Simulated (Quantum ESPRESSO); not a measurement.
**Hf: equation of state with LDA**

Crystal: Hf.

```xyz
3
Lattice="4.9623 0.0000 0.0000 -2.4812 4.2975 0.0000 0.0000 0.0000 3.0862" Properties=species:S:1:pos:R:3 pbc="T T T"
Hf    0.0000    0.0000    0.0000
Hf    0.0000    2.8650    1.5431
Hf    2.4812    1.4325    1.5431
```

This isn't the form of Hf at room conditions, which is hcp.

```
Program                     : Quantum ESPRESSO 7.5
Task                        : equation of state
Functional                  : LDA
Potentials or basis         : GBRV 1.5 LDA
Cutoff                      : 612 eV
Density cutoff              : 4898 eV
k mesh                      : 6 × 6 × 9
Occupations                 : fermi-dirac, width 0.05 eV
Spin                        : no spin polarisation
Form of the LDA correlation : PZ81
Mixing beta                 : 0.5
Most SCF iterations         : 120
SCF threshold               : 6e-10 Ry
```

```yaml
Equilibrium_volume: 20.74 Å³/atom
Bulk_modulus_at_fixed_shape_and_positions: 122 GPa
Pressure_derivative_of_the_bulk_modulus: 3.6
```

Energy against volume, from the lowest point:
```csv
volume (Å³/atom),energy (meV/atom)
20.622,0.00
21.061,1.59
21.500,9.69
21.939,23.90
22.377,43.51
22.816,68.05
23.255,97.10
```

All runs of the series together: 3 min on 2 threads of Arm Neoverse V2, on a shared host.

Caveat: the cell was scaled at fixed shape and fractional positions, which overstates the stiffness of a crystal with free parameters, most of all of layers and chains. Spin-orbit coupling is left out, which matters for the levels of Hf.
